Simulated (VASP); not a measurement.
# Ti (Fm-3m) in VASP: further runs

The runs below take Ti through relaxation of the atoms, relaxation of cell and atoms, with vdW-DF-cx, r2SCAN, SCAN, PBEsol.

Program: VASP 6.6.1. These are calculated values, not measurements. Logs are shortened: lines on timing, memory, paths and dates and some standing lists are left out, and cuts for length are marked.

## Step 1: The structure

It takes space group Fm-3m (No. 225, cubic). Conventional cell: a = 4.060 Å, b = 4.060 Å, c = 4.060 Å, α = 90.00°, β = 90.00°, γ = 90.00°. Ti (site symmetry m-3m) has 12 Ti at 2.87 Å as nearest neighbours.

This isn't the form of Ti at room conditions, which is hcp.

## Step 2: Relaxation of the atoms, vdW-DF-cx (cell strained at random at fixed volume)

INCAR

```
AGGAC = 0.0
ALGO = Normal
EDIFF = 1E-7
EDIFFG = -0.02
ENCUT = 600
GGA = CX
IBRION = 2
ISIF = 2
ISMEAR = 0
LASPH = True
LCHARG = False
LREAL = False
LUSE_VDW = True
LWAVE = False
NELM = 80
NSW = 40
PREC = Accurate
SIGMA = 0.05
```

KPOINTS

```
k-points
0
Gamma
  11 11 11
```

POSCAR

```
Ti
1.0
   -0.0054380000      2.0202680000      2.0942040000
    2.0847000000      0.0100850000      2.0786810000
    2.0289110000      1.9489560000      0.0658740000
Ti
1
Direct
    0.0312420000     -0.0112280000     -0.0071530000
```

Potentials or basis: VASP PAW PBE potentials, release 64 (Ti_sv_GW).

Launch:

```bash
cat potpaw_PBE.64/Ti_sv_GW/POTCAR > POTCAR
mpirun -np 1 vasp_std > vasp.out
```

OUTCAR:

```text
EDIFF = 1E-7
   EDIFFG = -0.02
   ENCUT = 600
   GGA = CX
   IBRION = 2
   ISIF = 2
   ISMEAR = 0
   LASPH = True
   LREAL = False
   NELM = 80
   NSW = 40
   PREC = Accurate

 ion  position               nearest neighbor table
   1  0.031  0.989  0.993-

  LATTYP: Found a triclinic cell.
 ALAT       =     2.9439752881
 B/A-ratio  =     0.9494998625
 C/A-ratio  =     0.9884070163
 COS(alpha) =     0.0366227644
 COS(beta)  =     0.5092176069
 COS(gamma) =     0.5201815722

  Lattice vectors:

 A1 = (  -2.0847000000,  -0.0100850000,  -2.0786810000)
 A2 = (  -0.0557890000,   1.9388710000,  -2.0128070000)
 A3 = (   0.0054380000,  -2.0202680000,  -2.0942040000)

Analysis of symmetry for initial positions (statically):
=====================================================================
 Subroutine PRICEL returns:
 Original cell was already a primitive cell.

 Routine SETGRP: Setting up the symmetry group for a
 triclinic supercell.

 Subroutine GETGRP returns: Found  2 space group operations
 (whereof  1 operations were pure point group operations)
 out of a pool of  2 trial point group operations.

The static configuration has the point symmetry C_1 .
 The point group associated with its full space group is S_2 .

Analysis of symmetry for dynamics (positions and initial velocities):
=====================================================================
 Subroutine PRICEL returns:
 Original cell was already a primitive cell.

 Routine SETGRP: Setting up the symmetry group for a
 triclinic supercell.

 Subroutine GETGRP returns: Found  2 space group operations
 (whereof  1 operations were pure point group operations)
 out of a pool of  2 trial point group operations.

The dynamic configuration has the point symmetry C_1 .
 The point group associated with its full space group is S_2 .

 Subroutine INISYM returns: Found  2 space group operations
 (whereof  1 operations are pure point group operations),
 and found     1 'primitive' translations

----------------------------------------------------------------------------------------

                                     Primitive cell

  volume of cell :      16.7309

  direct lattice vectors                    reciprocal lattice vectors
    -0.005438000  2.020268000  2.094204000    -0.242103096  0.243868561  0.241620966
     2.084700000  0.010085000  2.078681000     0.235996707 -0.253980445  0.245626461
     2.028911000  1.948956000  0.065874000     0.249740431  0.261617780 -0.251732850

  length of vectors
     2.909845831  2.943975288  2.814115975     0.420079130  0.424891599  0.440662653

  position of ions in fractional coordinates (direct lattice)
     0.031242000  0.988772000  0.992847000

  ion indices of the primitive-cell ions
   primitive index   ion index
                 1           1

----------------------------------------------------------------------------------------

 KPOINTS: k-points

Automatic generation of k-mesh.
 Grid dimensions read from file:
 generate k-points for:   11   11   11

 Generating k-lattice:

  Cartesian coordinates                     Fractional coordinates (reciprocal lattice)
    -0.022009372  0.022169869  0.021965542     0.090909091 -0.000000000 -0.000000000
     0.021454246 -0.023089131  0.022329678     0.000000000  0.090909091 -0.000000000
     0.022703676  0.023783435 -0.022884805     0.000000000  0.000000000  0.090909091

  Length of vectors
     0.038189012  0.038626509  0.040060241

  Shift w.r.t. Gamma in fractional coordinates (k-lattice)
     0.000000000  0.000000000  0.000000000

 Subroutine IBZKPT returns following result:
 ===========================================

 Found    666 irreducible k-points:

 Following reciprocal coordinates:
            Coordinates               Weight
  0.000000  0.000000  0.000000      1.000000
  0.090909  0.000000  0.000000      2.000000
  0.181818  0.000000 -0.000000      2.000000
  0.272727 -0.000000 -0.000000      2.000000
  0.363636 -0.000000  0.000000      2.000000
  0.454545 -0.000000 -0.000000      2.000000
[... 16 lines left out ...]
  0.454545  0.181818 -0.000000      2.000000
 -0.454545  0.181818  0.000000      2.000000
 [... further k-points ...]
   k-points           NKPTS =    666   k-points in BZ     NKDIM =    666   number of bands    NBANDS=     10
   number of dos      NEDOS =    301   number of ions     NIONS =      1
   total plane-waves  NPLWV =  13824
   dimension x,y,z NGX =    24 NGY =   24 NGZ =   24
   dimension x,y,z NGXF=    48 NGYF=   48 NGZF=   48
   ions per type =               1
   NGX,Y,Z   is equivalent  to a cutoff of  13.71, 13.55, 14.18 a.u.
   NGXF,Y,Z  is equivalent  to a cutoff of  27.42, 27.11, 28.36 a.u.
 SYSTEM =  unknown system
   PREC   = accura    normal or accurate (medium, high low for compatibility)
   ISTART =      0    job   : 0-new  1-cont  2-samecut
   ICHARG =      2    charge: 1-file 2-atom 10-const
   ISPIN  =      1    spin polarized calculation?
   LNONCOLLINEAR =      F non collinear calculations
   LSORBIT =      F    spin-orbit coupling
   LASPH  =      T    aspherical Exc in radial PAW
   ENCUT  =  600.0 eV  44.10 Ry    6.64 a.u.   5.81  5.88  5.62*2*pi/ulx,y,z
   NELM   =     80;   NELMIN=  2; NELMDL= -5     # of ELM steps
   EDIFF  = 0.1E-06   stopping-criterion for ELM
   LREAL  =      F    real-space projection
   EDIFFG = -.2E-01   stopping-criterion for IOM
   NSW    =     40    number of steps for IOM
   IBRION =      2    ionic relax: 0-MD 1-quasi-New 2-CG
   NFREE  =      1    steps in history (QN), initial steepest desc. (CG)
   ISIF   =      2    stress and relaxation
   ISYM   =      2    0-nonsym 1-usesym 2-fastsym
   POTIM  = 0.5000    time-step for ionic-motion
   TEBEG  =    0.0;   TEEND  =   0.0 temperature during run
   PSTRESS=    0.0 pullay stress
   NELECT =      12.0000    total number of electrons
   NUPDOWN=      -1.0000    fix difference up-down
   EMIN   =  10.00;   EMAX   =-10.00  energy-range for DOS
   EFERMI =   0.00;   METHOD = LEGACY
   ISMEAR =     0;   SIGMA  =   0.05  broadening in eV -4-tet -1-fermi 0-gaus
   EFERMI_NEDOS =   21; number of points for ismear=-14 and -15
   IALGO  =     38    algorithm
   IMIX   =      4    mixing-type and parameters
     AMIX     =   0.40;   BMIX     =  1.00
     AMIX_MAG =   1.60;   BMIX_MAG =  1.00
  volume/ion in A,a.u.               =      16.73       112.91
  Fermi-wavevector in a.u.,A,eV,Ry     =   1.465421  2.769245 29.217958  2.147459
  Thomas-Fermi vector in A             =   2.581280
   LORBIT       =      0    0 simple, 1 ext, 2 COOP (PROOUT), +10 PAW based schemes
   GGA     = CX    functional components
   LHFCALC =     F    Hartree Fock is set to
   AEXX    =    0.0000 exact exchange contribution
   IVDW_NL    =     1    kernel type
   BPARAM     = 6.3000
   IVDW    =     0    specifies the selected vdW correction
   LEPSILON=     F    determine dielectric tensor
   LRPA    =     F    only Hartree local field effects (RPA)
 conjugate gradient relaxation of ions
 non-spin polarized calculation
 Gauss-broadening in eV      SIGMA  =   0.05
  energy-cutoff  :      600.00
  volume of cell :       16.73
 maximum number of plane-waves:       572
   NGX = 11   NGY = 11   NGZ = 11

 number of electron      11.9999999 magnetization

 Free energy of the ion-electron system (eV)
  ---------------------------------------------------
  ext. energy  EPLUGINS =         0.00000000
  ---------------------------------------------------
  free energy    TOTEN  =        -7.31498428 eV

  energy without entropy =       -7.31278387  energy(sigma->0) =       -7.31388408

 E-fermi :   8.4938     XC(G=0): -11.8091

 val. band max:        8.4935695357   @ k =   0.2727   0.1818   0.1818
 cond. band min:       8.4942487653   @ k =  -0.2727  -0.0909   0.2727
 fundamental gap:      0.0006792296
 Fermi energy:         8.4937781801

 k-point     1 :       0.0000    0.0000    0.0000
  band No.  band energies     occupation
      1     -47.8761      2.00000
      2     -23.8414      2.00000
      3     -23.8322      2.00000
      4     -23.7808      2.00000
      5       2.3665      2.00000
      6       9.1308      0.00000
      7       9.2147      0.00000
      8       9.7984      0.00000
      9      10.9584      0.00000
     10      11.3030      0.00000

 k-point     2 :       0.0909    0.0000    0.0000
  band No.  band energies     occupation
      1     -47.8657      2.00000
      2     -23.8994      2.00000
      3     -23.8399      2.00000
      4     -23.7888      2.00000
      5       2.6323      2.00000
      6       9.0639      0.00000
      7       9.1948      0.00000
      8       9.8932      0.00000
      9      10.9271      0.00000
     10      11.2458      0.00000

 k-point     3 :       0.1818    0.0000   -0.0000
  band No.  band energies     occupation
      1     -47.8375      2.00000
      2     -24.0575      2.00000
      3     -23.8588      2.00000
      4     -23.8073      2.00000
      5       3.3763      2.00000
      6       8.7131      0.00000
      7       9.2809      0.00000
      8      10.0749      0.00000
      9      10.9603      0.00000
     10      11.1962      0.00000

 k-point     4 :       0.2727   -0.0000   -0.0000
  band No.  band energies     occupation
      1     -47.8003      2.00000
      2     -24.2616      2.00000
      3     -23.8839      2.00000
      4     -23.8309      2.00000
      5       4.4129      2.00000
      6       8.4125      1.97854
      7       9.2046      0.00000
      8      10.0710      0.00000
      9      11.2689      0.00000
     10      11.4393      0.00000

 k-point     5 :       0.3636   -0.0000    0.0000
  band No.  band energies     occupation
      1     -47.7659      2.00000
      2     -24.4452      2.00000
      3     -23.9066      2.00000
      4     -23.8515      2.00000
      5       5.3427      2.00000
      6       8.4887      1.11384
      7       9.0212      0.00000
      8       9.9086      0.00000
      9      11.7525      0.00000
     10      11.8938      0.00000

 k-point     6 :       0.4545   -0.0000   -0.0000
  band No.  band energies     occupation
      1     -47.7453      2.00000
      2     -24.5523      2.00000
      3     -23.9200      2.00000
      4     -23.8639      2.00000
      5       5.7623      2.00000
      6       8.8897      0.00000
      7       8.9412      0.00000
      8       9.7863      0.00000
      9      12.1088      0.00000
     10      12.2257      0.00000
[... 183 lines left out ...]
 k-point    21 :       0.2727    0.1818   -0.0000
  band No.  band energies     occupation
      1     -47.7922      2.00000
      2     -24.1758      2.00000
      3     -23.9442      2.00000
      4     -23.9003      2.00000
      5       4.4743      2.00000
      6       8.0382      2.00000
      7       9.4616      0.00000
      8      10.4704      0.00000
      9      10.6707      0.00000
     10      11.6792      0.00000

 k-point    22 :       0.3636    0.1818   -0.0000
  band No.  band energies     occupation
      1     -47.7598      2.00000
      2     -24.3303      2.00000
      3     -23.9819      2.00000
      4     -23.9232      2.00000
      5       5.4275      2.00000
      6       7.8105      2.00000
      7       8.9963      0.00000
      8      10.4410      0.00000
      9      11.5619      0.00000
     10      12.0381      0.00000

 k-point    23 :       0.4545    0.1818   -0.0000
  band No.  band energies     occupation
      1     -47.7337      2.00000
      2     -24.4470      2.00000
      3     -24.0275      2.00000
      4     -23.9317      2.00000
      5       6.2164      2.00000
      6       7.7689      2.00000
      7       8.7855      0.00000
      8      10.2831      0.00000
      9      12.2634      0.00000
     10      12.7060      0.00000

 k-point    24 :      -0.4545    0.1818    0.0000
  band No.  band energies     occupation
      1     -47.7224      2.00000
      2     -24.4914      2.00000
      3     -24.0663      2.00000
      4     -23.9236      2.00000
      5       6.5517      2.00000
      6       7.8446      2.00000
      7       8.8241      0.00000
      8      10.1611      0.00000
      9      12.1717      0.00000
     10      13.6423      0.00000

 [... further k-points ...]

------------------------ aborting loop because EDIFF is reached ----------------------------------------

  FORCE on cell =-STRESS in cart. coord.  units (eV):
  Direction    XX          YY          ZZ          XY          YZ          ZX
  --------------------------------------------------------------------------------------
  -------------------------------------------------------------------------------------
  Total       -0.2142091     -0.0036137     -0.1738137      0.2145819     -0.2654392     -0.1792617
  in kB      -20.5130439     -0.3460553    -16.6447108     20.5487443    -25.4189316    -17.1664229
  external PRESSURE =     -12.5012700 kB  Pullay stress =       0.0000000 kB

 VOLUME and BASIS-vectors are now :
 -----------------------------------------------------------------------------
  energy-cutoff  :      600.00
  volume of cell :       16.73
      direct lattice vectors                 reciprocal lattice vectors
    -0.005438000  2.020268000  2.094204000    -0.242103096  0.243868561  0.241620966
     2.084700000  0.010085000  2.078681000     0.235996707 -0.253980445  0.245626461
     2.028911000  1.948956000  0.065874000     0.249740431  0.261617780 -0.251732850

 POSITION                                       TOTAL-FORCE (eV/Angst)
 -----------------------------------------------------------------------------------
      4.07552      2.00810      2.18617         0.000000     -0.000000     -0.000000
 -----------------------------------------------------------------------------------
    total drift:                                0.000000      0.000001      0.000004

  FREE ENERGIE OF THE ION-ELECTRON SYSTEM (eV)
  ---------------------------------------------------
  free  energy   TOTEN  =        -7.3149842837 eV

  energy  without entropy=       -7.3127838740  energy(sigma->0) =       -7.31388408

Total vdW correction in eV:      1.9234928

 reached required accuracy - stopping structural energy minimisation
```

Wall time 1.7 min (1 thread of Intel Xeon Platinum 8488C (Sapphire Rapids), shared host); peak memory 0.46 GiB.

What came out:

```yaml
Free_energy: -7.3150 eV
Pressure_after_relaxing: -1.3 GPa
Band_gap_on_the_k_mesh: none (metal or under the smearing width)
```

Stress tensor (GPa, compression positive):
```
-2.05  2.05 -1.72
 2.05 -0.03 -2.54
-1.72 -2.54 -1.66
```

Final structure:
```
CELL_PARAMETERS angstrom
-0.00544 2.02027 2.09420
2.08470 0.01009 2.07868
2.02891 1.94896 0.06587
ATOMIC_POSITIONS crystal
Ti 0.03124 0.98877 0.99285
```

Levels at points of the mesh, in eV from the Fermi level:
```tsv
k point	band 4	band 5	band 6	band 7	band 8	band 9
(0.00, 0.00, 0.00)	-32.27	-6.13	0.64	0.72	1.30	2.46
```

Caveat: the relaxation stopped at its first step, so nothing moved; the PAW data sets were made with another functional, which shifts forces and pressure a little.

(Part 1 of 2 ends here.)
